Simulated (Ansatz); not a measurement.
# From PBE to G0W0: BaS (Fm-3m)

How far does one-shot GW move the PBE gap of BaS (Fm-3m)?

Calculated with Ansatz 0.2.0; PBE, then G0W0 on it, plane waves, PAW.

**1. The starting structure**

The structure is cubic, space group Fm-3m (No. 225). Conventional cell: a = 6.388 Å, b = 6.388 Å, c = 6.388 Å, α = 90.00°, β = 90.00°, γ = 90.00°. Nearest to Ba lie 6 S at 3.19 Å. Nearest to S lie 6 Ba at 3.19 Å. Farther neighbours and most contacts between anions are not listed.

The cell and positions come from the Crystallography Open Database and are kept as given unless a step says otherwise. Spin-orbit coupling is left out unless a step names it.

**2. Bands along the symmetry lines**

Levels along a band path and on the mesh show where this functional puts the band edges.

This step: DFT, PBE, plane waves, PAW; PAW set soft_1.

Contents of input.yaml:

```yaml
crystal:
  lattice:
    - [0.0, 3.19375, 3.19375]
    - [3.19375, 0.0, 3.19375]
    - [3.19375, 3.19375, 0.0]
  atoms:
    - { symbol: Ba, position: [0.0, 0.0, 0.0] }
    - { symbol: S, position: [0.5, 0.5, 0.5] }
kpoints:
  mp_grid: { grid: [6, 6, 6] }
  band_path:
    path:
      - [[0.0, 0.0, 0.0], [0.5, 0.0, 0.5], [0.625, 0.25, 0.625]]
      - [[0.375, 0.375, 0.75], [0.0, 0.0, 0.0], [0.5, 0.5, 0.5], [0.5, 0.25, 0.75], [0.5, 0.0, 0.5]]
    npoints: 10
hamiltonian:
  xc: pbe
  pseudopotentials: { kind: paw, azcp: { folder: soft_1 } }
scf:
  occupations: { method: fermi_dirac, width: 0.02 }
  n_extra_bands: 4
output:
  eigenvalues: true
```

Launch:

```
$ ansatz run input.yaml --threads 24 --pin off --max-ram 82944MiB --backend cuda --events-out ev --progress --plain --runs-dir out --devices 1 --max-vram 78GiB
```

Numbers of over 12 decimals in the logs are rounded to 6 here.

What it wrote:

```text
scf.n_extra_bands = 4 over 8 filled bands (N_el = 16.0): the run solves 12 bands
GPUs: using 1 of 1 available (devices: 1).
Engine: ansatz 0.2.0, aarch64-unknown-linux-gnu
Pseudopotentials: kind: paw
Pseudopotential: Ba, paw, valence charge 10, recommended cutoff 420 eV (normal), soft_1/Ba.paw.azcp
Pseudopotential: S, paw, valence charge 6, recommended cutoff 420 eV (normal), soft_1/S.paw.azcp
Functional definition: PBE
  parameter kappa = 0.804
  parameter beta = 0.066725
  exchange = pbe_x(kappa = kappa, mu = beta*pi^2/3)
  correlation = pbe_c(beta = beta)
device memory: the entry about to start is reckoned to put 0.7 GiB on a device that reports 182.5 GiB free (of which the cap on the GPU budget leaves the run 78.0 GiB)
GPU FFT provider: cuFFT
GPU libraries: cuBLAS 13.8.1, cuFFT 12.4.0, cuSOLVER 12.3.2
GPU matrix products: emulated (plane waves: as basis.precision tells), large ones in fixed point in workspaces of 1.00 GiB
Crystal: 2 atoms, lattice volume = 65.153 Å³
Basis set: ecut = 420 eV, 1243 PW (Γ)
Bands: 12, of which v1, the nominal top of the filled ones, is band 8 counted from 1 (7 counted from 0)
Symmetry: 48 space group operations
Space group: Fm-3m (ITA 225), of the structure as read, at distance tolerance 4.0e-5 Å
k-points: 16 of 216
Non-local potential: Ba, projectors of the file, l = 0: 3, l = 1: 2, l = 2: 2, l = 3: 2
Non-local potential: S, projectors of the file, l = 0: 2, l = 1: 2, l = 2: 1
PAW form: soft (Blöchl's): semilocal exchange-correlation on the pseudo side does not see the compensation charge
PAW one-centre angular grid: Ba, 194 points (default); XC on 64 Gauss nodes
PAW one-centre angular grid: S, 110 points (default); XC on 64 Gauss nodes
Initial density: superposition of atomic densities (chi_scale 0.1, normalization cell, long waves kept (reshape's long-wave potential 0.00 eV rms))
Initial wavefunctions: pseudopotential atomic-orbital guess
GPU buffer pool allocated for 32768 grid points (all kernels)
GPU transforms: local potential and band sums: pruned to the plane-wave sphere, on 30×32×32
Functional: x = pbe(κ = 0.804, μ = 0.219515), c = pbe(β = 0.066725)
SCF iter   1: F=—  HF=-6856.112798 eV  |F-HF|=—  |Δ(HF+E_count)|=         —  Δρ=2.17e-2  dr2=5.00e-1  ethr=3.10e-3  ⟨swp⟩=11.0  Hψ=1748  notcnv=0
preconditioner: auto → none  [insulator: Δε(μ)=1.834 eV  Ē_g=11.922 eV  σ=0.020 eV  W_gap=1.00  n_scr=14 (ndim 8)  ℏωp=17.2 eV  f_vac=0.000  D(μ)=0.00/eV (n_scr^D=0)  ε∞_Penn≈3.1]
SCF iter   2: F=—  HF=-6856.008424 eV  |F-HF|=—  |Δ(HF+E_count)|=   1.04e-1  Δρ=9.08e-3  dr2=9.62e-2  ethr=3.10e-3  ⟨swp⟩=3.9  Hψ=559  notcnv=0
SCF iter   3: F=—  HF=-6856.014844 eV  |F-HF|=—  |Δ(HF+E_count)|=   6.42e-3  Δρ=4.91e-3  dr2=1.69e-2  ethr=6.01e-4  ⟨swp⟩=2.1  Hψ=306  notcnv=0
SCF iter   4: F=—  HF=-6856.020095 eV  |F-HF|=—  |Δ(HF+E_count)|=   5.25e-3  Δρ=8.97e-4  dr2=8.51e-4  ethr=1.06e-4  ⟨swp⟩=2.5  Hψ=315  notcnv=0
SCF iter   5: F=—  HF=-6856.020695 eV  |F-HF|=—  |Δ(HF+E_count)|=   6.00e-4  Δρ=1.21e-4  dr2=7.49e-6  ethr=5.32e-6  ⟨swp⟩=2.6  Hψ=344  notcnv=0
SCF iter   6: F=—  HF=-6856.020714 eV  |F-HF|=—  |Δ(HF+E_count)|=   1.97e-5  Δρ=2.74e-5  dr2=1.11e-6  ethr=4.68e-8  ⟨swp⟩=2.0  Hψ=307  notcnv=0
SCF iter   7: F=-6856.020714 eV  HF=-6856.020714 eV  |F-HF|=9.62e-9  |Δ(HF+E_count)|=   3.43e-7  Δρ=2.98e-6  dr2=1.13e-8  ethr=6.25e-10  ⟨swp⟩=3.2  Hψ=870  notcnv=0
SCF 1 converged in 7 iterations: F = -6856.020714 eV  dr2 = 1.13e-8
  greatest PAW one-centre occupation: 0.955 electrons in one spin orbital (limit 2), on the Ba atom at site 0 (counted from 0), in its partial waves of l = 0
device memory: the entry about to start is reckoned to put 1.0 GiB on a device that reports 182.5 GiB free (of which the cap on the GPU budget leaves the run 78.0 GiB)
NSCF: frozen V_eff on 62 k-points, pencils in batches of 32, up to order 56
SCF converged after 7 iterations
Free energy (F): -6856.020714 eV
Harris-Foulkes:  -6856.020714 eV  (|F-HF|=9.62e-9)
Internal energy: -6856.020714 eV  (E = F + TS)
E sigma→0 (E₀):  -6856.020714 eV
Fermi energy:    6.907050 eV
--- Per-component energies (eV) ---
  E_band       = -50.713864
  E_kinetic    = 265.773041
  E_local      = -433.876584  (includes V_loc(G=0)·N_el)
  E_nonlocal   = 127.504883
  E_hartree    = 126.782336
  E_xc         = -288.104659
  E_vxc        = -212.072309  (∫ρ·V_xc dr)
  E_paw        = -5803.862163  (= ΣΔE_a)
  E_vpaw       = -51.607572  (= ΣTr[D̂ρ^β])
  E_aug_tail   = -0.000002  (compensation charges beyond the density's cutoff)
  E_ewald      = -850.237565
  E_smearing   = -0.000000  (= −TS)
  E_closure    = -0.000000  (closes the sum)
  Σ components = -6856.020714   (vs F -6856.020714, Δ=0.00e0)
--- Band table (eV; the first three rows and the last of 16) ---
  k-point 0: bands = [... 4 lower, -4.4855, 5.8037, 5.8037, 5.8037, 9.4928, 9.7699, 9.7699, 9.7699]
  k-point 1: bands = [... 4 lower, -3.9967, 5.1848, 5.4888, 5.4888, 9.7694, 10.1560, 10.1560, 10.4521]
  k-point 2: bands = [... 4 lower, -3.4470, 4.3060, 4.9960, 4.9960, 10.2680, 11.2000, 11.2000, 11.9112]
  k-point 15: bands = [... 4 lower, -3.9616, 4.9604, 5.3483, 5.4769, 9.0546, 11.3088, 12.0657, 12.8279]
```

The job ended after 1.5 s (1 × NVIDIA GB200 (shared by 2 runs) with 24 threads of Arm Neoverse V2, shared host; peak memory 0.95 GiB; 1.8 s of CPU time).

Numbers from this step:

```yaml
filled_bands: 8
gap: 2.206 eV
valence_top_at: Γ
conduction_bottom_at: X
least_direct_gap: 2.311 eV
```

Over mesh and path the gap is 2.206 eV, from k = Γ to k = (0.500, 0.000, 0.500). The least direct gap found is 2.311 eV, at k = (0.500, 0.000, 0.500).

The electronic bands at the labelled points (eV, zero at the top of the highest nominally filled band; v1 is the highest filled band, c1 the lowest empty one):

```tsv
point	v4	v3	v2	v1	c1	c2	c3	c4
Γ	-10.29	0.00	0.00	0.00	3.69	3.97	3.97	3.97
halfway	-9.68	-1.22	-0.14	-0.14	2.88	4.78	5.37	5.75
X	-10.20	-0.45	-0.10	-0.10	2.21	6.03	6.12	7.60
halfway	-10.02	-0.45	-0.37	-0.25	2.53	6.37	6.42	6.82
U	-9.69	-0.88	-0.55	-0.47	3.34	5.92	6.67	6.75
jump to K	-9.69	-0.88	-0.55	-0.47	3.34	5.92	6.67	6.75
halfway	-9.41	-1.34	-0.83	-0.29	4.08	4.76	5.07	5.93
Γ	-10.29	0.00	0.00	0.00	3.69	3.97	3.97	3.97
halfway	-9.50	-1.09	-0.58	-0.58	4.13	4.81	4.81	5.47
L	-9.04	-1.85	-1.01	-1.01	5.55	5.64	6.41	6.41
halfway	-9.34	-1.41	-0.79	-0.71	4.69	4.89	6.70	6.91
W	-9.64	-1.06	-0.42	-0.42	4.30	4.30	6.37	6.92
halfway	-9.89	-0.62	-0.46	-0.26	2.83	6.12	6.19	6.95
X	-10.20	-0.45	-0.10	-0.10	2.21	6.03	6.12	7.60
```

The electronic bands as a text plot (rows in eV, shown from -8.0 to 4.0 only):

```
    3.7 |+++                     ++++++++++                +
    3.2 |   +++          ++                                 ++
    2.7 |      ++      ++                                     +
    2.2 |        ++++++                                        ++
    1.7 |
    1.2 |
    0.7 |
    0.2 |**                          ***
   -0.3 | ****************************  ****             ********
   -0.8 |   *    ****   ************      ***************   **
   -1.3 |    ****          *******          **        ******
   -1.8 |                                     ********
   -2.3 |
   -2.8 |
   -3.3 |
   -3.8 |
   -4.3 |
   -4.8 |
   -5.3 |
   -5.8 |
   -6.3 |
   -6.8 |
   -7.3 |
   -7.8 |
         Γ           X  U|K            Γ         L        W     X
```

**3. One-shot GW**

G0W0 replaces the xc potential by a self-energy built once from the orbitals of the start. Levels are corrected in the window of bands that the input names, at points of the mesh.

This step: G0W0 on PBE, plane waves, PAW; PAW set soft_1.

input.yaml, the sections that differ from step 2:

```yaml
kpoints:
  mp_grid: { grid: [4, 4, 4] }
scf:
  occupations: { method: fixed }
gw:
  n_empty_bands: 418
  ecut_chi: 200.0
  qp_bands: [v2, c2]
  qp_kpoints: band_edges
  screening: { model: contour_deformation }
# crystal, hamiltonian: as in step 2
# output: removed
```

What it wrote:

```text
GPUs: using 1 of 1 available (devices: 1).
[...]
GPU FFT provider: cuFFT
GPU libraries: cuBLAS 13.8.1, cuFFT 12.4.0, cuSOLVER 12.3.2
[...]
Crystal: 2 atoms, lattice volume = 65.153 Å³
Basis set: ecut = 420 eV, 1243 PW (Γ)
Bands: 12, of which v1, the nominal top of the filled ones, is band 8 counted from 1 (7 counted from 0)
Symmetry: 48 space group operations
[...]
k-points: 8 of 64
[...]
GPU buffer pool allocated for 32768 grid points (all kernels)
[...]
SCF iter   1: F=—  HF=-6856.108006 eV  |F-HF|=—  |Δ(HF+E_count)|=         —  Δρ=2.16e-2  dr2=4.94e-1  ethr=3.10e-3  ⟨swp⟩=5.5  Hψ=562  notcnv=0  defer=10
[...]
SCF iter   7: F=-6856.016641 eV  HF=-6856.016641 eV  |F-HF|=1.12e-9  |Δ(HF+E_count)|=   2.56e-7  Δρ=1.85e-6  dr2=2.37e-9  ethr=6.25e-10  ⟨swp⟩=6.6  Hψ=635  notcnv=0
SCF 1 converged in 7 iterations: F = -6856.016641 eV  dr2 = 2.37e-9
[...]
NSCF: frozen V_eff on 8 k-points
the band table was solved once the SCF had ended and its energy, with any forces and stress, was formed, with the checks that follow a solve (687 applications of the Hamiltonian). They found nothing against the state; the energy, forces and stress were not computed again (output.eigenvalues in the input reference)
[...]
G₀W₀ screening: q 1/8
[... further progress lines ...]
[...]
SCF converged after 7 iterations
Free energy (F): -6856.016641 eV
[...]
Internal energy: -6856.016641 eV  (E = F + TS)
E sigma→0 (E₀):  -6856.016641 eV
Fermi energy:    5.808615 eV
[...]
--- Band table (eV; the first three rows and the last of 8) ---
  k-point 0: bands = [... 4 lower, -4.4796, 5.8086, 5.8086, 5.8086, 9.4954, 9.7703, 9.7703, 9.7703]
  k-point 1: bands = [... 4 lower, -3.6884, 4.7127, 5.2296, 5.2296, 9.9301, 10.6110, 10.6110, 11.2753]
  k-point 2: bands = [... 4 lower, -3.2288, 3.9527, 4.7957, 4.7957, 11.3587, 11.4422, 12.2154, 12.2154]
  k-point 7: bands = [... 4 lower, -3.8362, 4.7503, 5.3850, 5.3850, 10.1022, 10.1022, 12.1710, 12.7256]
--- G₀W₀: contour deformation, 7 samples at zero and on the imaginary axis and 2 off it, 64 q-points, 418 empty bands' worth ---
  eigenvalues of the whole cell's RPA ε∞ on this k-mesh (on a slab, of 1 + 4πα/V) = 4.6441, 4.6441, 4.6441; static W/v taken at q = 0 is 0.215327
  bands read: the sum over 426 bands ends inside a degenerate multiplet in 1 slot, whose members it reads at an even weight; the widest, k=7: bands 426 to 427 (counted from 1) at 1/2 each
  gw.qp_kpoints: band_edges: 6 of 8 stored k-points solved, in 1 pass; an edge of the gap read off the rows below is read off those points alone
    valence top: of the k-points left out ik 1 came nearest to being solved in a further pass, in band 8 (counted from 1, as in the quasiparticle table): it holds the edge there only if its correction is more favourable than any solved in that band by at least 0.579 eV; those differ by 0.050 eV
    conduction bottom: of the k-points left out ik 4 came nearest to being solved in a further pass, in band 9 (counted from 1, as in the quasiparticle table): it holds the edge there only if its correction is more favourable than any solved in that band by at least 1.199 eV; those differ by 0.241 eV
    ik  band        ε_KS         Σx   Σc(E_QP)       V_xc       Z   E_QP_lin       E_QP  E_QP is
     0     7      5.8086   -17.6004     1.9770   -14.5689  0.7505     4.7313     4.7542  root
     0     8      5.8086   -17.6004     1.9770   -14.5689  0.7505     4.7313     4.7542  root
     0     9      9.4954    -5.5856    -3.8461    -9.6112  0.8052     9.6754     9.6749  root
     0    10      9.7703    -5.4150    -4.0750    -9.9499  0.7975    10.2339    10.2302  root
     2     7      4.7957   -16.7367     2.2973   -13.3514  0.7389     3.6762     3.7077  root
     2     8      4.7957   -16.7367     2.2973   -13.3514  0.7389     3.6762     3.7077  root
     2     9     11.3587    -4.9556    -4.1272    -9.4392  0.7854    11.7168    11.7151  root
     2    10     11.4422    -6.9739    -4.5253   -11.9418  0.7603    11.8898    11.8848  root
     3     7      5.6681   -17.4671     2.0054   -14.3919  0.7508     4.5742     4.5984  root
     3     8      5.6681   -17.4671     2.0054   -14.3919  0.7508     4.5742     4.5984  root
     3     9      8.6845    -4.8924    -3.7974    -9.0141  0.8046     9.0103     9.0088  root
     3    10     10.5844    -6.0577    -4.0866   -10.4866  0.7963    10.9287    10.9267  root
     5     7      4.8727   -16.8856     2.2835   -13.5161  0.7396     3.7560     3.7867  root
     5     8      5.4097   -17.0748     2.0340   -13.9519  0.7518     4.2945     4.3208  root
     5     9     10.3040    -5.9686    -4.1366   -10.5260  0.7863    10.7289    10.7248  root
     5    10     11.1467    -5.7185    -4.5135   -10.8212  0.7812    11.7428    11.7359  root
     6     7      5.7035   -17.7308     2.0315   -14.6213  0.7511     4.6010     4.6255  root
     6     8      5.7035   -17.7308     2.0315   -14.6213  0.7511     4.6010     4.6255  root
     6     9      8.0106    -4.7777    -3.6177    -8.6547  0.8079     8.2707     8.2698  root
     6    10     11.8299    -7.4755    -4.3843   -12.5904  0.7897    12.5702    12.5605  root
     7     7      5.3850   -17.2865     2.0823   -14.0996  0.7521     4.2530     4.2803  root
     7     8      5.3850   -17.2865     2.0823   -14.0996  0.7521     4.2530     4.2803  root
     7     9     10.1022    -5.7881    -4.1115   -10.3166  0.7869    10.5210    10.5191  root
     7    10     10.1022    -5.7881    -4.1115   -10.3166  0.7869    10.5210    10.5191  root
```

The job ended after 2.6 s (1 × NVIDIA GB200 (shared by 2 runs) with 24 threads; peak memory 1.5 GiB).

Numbers from this step:

```
bands summed                                    : 426
RPA ε∞ on this mesh (eigenvalues)               : 4.644, 4.644, 4.644
plane waves in the screening matrix             : 411
q-points in the mesh                            : 64
G0W0 gap over the corrected points              : 3.516 eV
k of the valence top                            : 0, 0, 0
k of the conduction bottom                      : 0, -0.5, -0.5
starting gap on the mesh                        : 2.202 eV
Z at the valence top                            : 0.7505
Z at the conduction bottom                      : 0.8079
least direct G0W0 gap over the corrected points : 3.644 eV
```

Over 6 of 8 irreducible mesh points the G0W0 gap is 3.516 eV, from k = Γ to k = (0.000, -0.500, -0.500). The PBE gap of this run on the mesh is 2.202 eV. The two states that bound the G0W0 gap lie that far apart at the start, so the correction of the gap is 3.516 − 2.202 = +1.314 eV. The start of this run differs from the step before in mesh (6×6×6 and 4×4×4).

Labels follow the order of the start: v1 is the top filled band, c1 the lowest empty one; levels that stay degenerate share a row, the window can cut a multiplet, doubted levels are not marked in this list, bands outside the window were not corrected, and the list may be a part of the corrected levels. Levels before and after the correction, in eV, zero at the valence-band top of each column:

```tsv
	conduction bottom	valence top
Kohn-Sham	2.20	0.00
G0W0	3.52	0.00
```

```tsv
	level	occupation	energy (eV)
Kohn-Sham	Γ v2-v1	2	0.000
Kohn-Sham	Γ c1	0	3.687
Kohn-Sham	Γ c2	0	3.962
Kohn-Sham	(0 -0.5 -0.5) v2-v1	2	-0.105
Kohn-Sham	(0 -0.5 -0.5) c1	0	2.202
Kohn-Sham	(0 -0.5 -0.5) c2	0	6.021
G0W0	Γ v2-v1	2	0.000
G0W0	Γ c1	0	4.921
G0W0	Γ c2	0	5.476
G0W0	(0 -0.5 -0.5) v2-v1	2	-0.129
G0W0	(0 -0.5 -0.5) c1	0	3.516
G0W0	(0 -0.5 -0.5) c2	0	7.806
```

The parts of the quasiparticle energy for the two states that bound the G0W0 gap, in eV on the run's own scale (QP = start + Σx + Σc − Vxc, with Σc at the quasiparticle energy):

```tsv
edge	k	band	start	Σx	Σc	Vxc	Z	QP
valence top	Γ	7	5.809	−17.600	1.977	−14.569	0.750	4.754
conduction bottom	(0.000, -0.500, -0.500)	9	8.011	−4.778	−3.618	−8.655	0.808	8.270
```

[end of part 1 of 2]

[Paths, hosts, dates, memory and timing lines, banners, echoed tables and standing remarks are left out of the program output.]

[Logs are printed without paths, hosts, clocks, repeated set-up lines and the standing remarks that a program may print on its own settings, such as how far it seeks lower states.]

[Runs of the session that timed out or met a known fault of the program may be left out.]

[Cells called generated may have been cut or substituted from an entry of the Crystallography Open Database or the Materials Project.]

[Hosts, paths, dates, database ids (printed as entryN), source tags and the programs' standing remarks are cut or masked in the printed files.]

[Where an RPA ε∞ is given, it is that of the G0W0 mesh and is not shown converged in it. Names of k-points follow the symmetry that the program found, which can be lower than the space group named. Band edges on a path are those of the sampled points; other points can move an edge, and change direct to indirect where valleys lie close.]

[Hybrid gaps are those of their k-mesh and are not shown converged in it.]
